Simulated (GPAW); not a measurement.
Runs of GPAW 26.7.0 on BeTe. It takes space group F-43m (No. 216, cubic). Conventional cell: a = 5.540 Å, b = 5.540 Å, c = 5.540 Å, α = 90.00°, β = 90.00°, γ = 90.00°. Around Te (site symmetry -43m) lie 4 Be at 2.40 Å. Be (site symmetry -43m) has 4 Te at 2.40 Å as nearest neighbours. 

```tsv
task	level	potentials or basis	spin	k mesh	cutoff (eV)	smearing	maxiter	response ecut	response k mesh	response bands	kernels	other keys	gap on the mesh (eV)	pressure (GPa)
dielectric tensor	PBE	GPAW PAW data sets (gpaw-data 1.2.1), pw	off	7 × 7 × 7	600	fermi-dirac 0.001 eV	150	80 eV	21 × 21 × 21	24	["RPA", "ALDA", "ALDA_X"]	-	1.92	-
band structure	BP86	PAW data sets generated in the run's folder for this functional, pw	SOC, no magnetisation	8 × 8 × 8	800	fermi-dirac 0.05 eV	150	-	-	-	-	-	1.60	(b)
band structure	PBE	PAW data sets generated in the run's folder for this functional, pw	off	8 × 8 × 8	800	fermi-dirac 0.05 eV	150	-	-	-	-	-	1.86	(a)
band structure	vdW-DF-cx	GPAW PAW data sets (gpaw-data 1.2.1), pw	SOC, no magnetisation	8 × 8 × 8	800	fermi-dirac 0.05 eV	150	-	-	-	-	-	1.47	-
single point	PBE	GPAW PAW data sets (gpaw-data 1.2.1), pw	off	7 × 7 × 7	600	fermi-dirac 0.05 eV	120	-	-	-	-	-	1.92	4.4
band structure	r2SCAN	GPAW PAW data sets (gpaw-data 1.2.1), pw	SOC, no magnetisation	8 × 8 × 8	800	fermi-dirac 0.05 eV	150	-	-	-	-	-	1.88	4.3
single point	PBE	GPAW PAW data sets (gpaw-data 1.2.1), pw	off	8 × 8 × 8	1200	fermi-dirac 0.05 eV	100	-	-	-	-	several, not listed	1.86	4.4
```

Alike in all rows: cell as given.

Problem. Fill in the values left out.

Solution. (a) 4.2; (b) 4.8.

Caveats: spin-orbit coupling is left out, which moves the levels of the heavy elements (some runs); spin-orbit coupling was added after a scalar SCF, so levels and gaps hold it while energy, forces, pressure and moments don't (some runs); this program's spin-orbit splittings come out too wide for heavy elements (some runs); an odd mesh through Γ misses points on the zone boundary, where band edges often lie (some runs); the PAW data sets were made with another functional, which shifts forces and pressure a little (some runs); the long-wavelength limit can be off by a per cent or two (some runs); the cutoff is short for stress and forces, so pressures can be off by a GPa or more (some runs).

A k mesh can miss the band edges, and rows without SOC leave out spin-orbit coupling on Te.
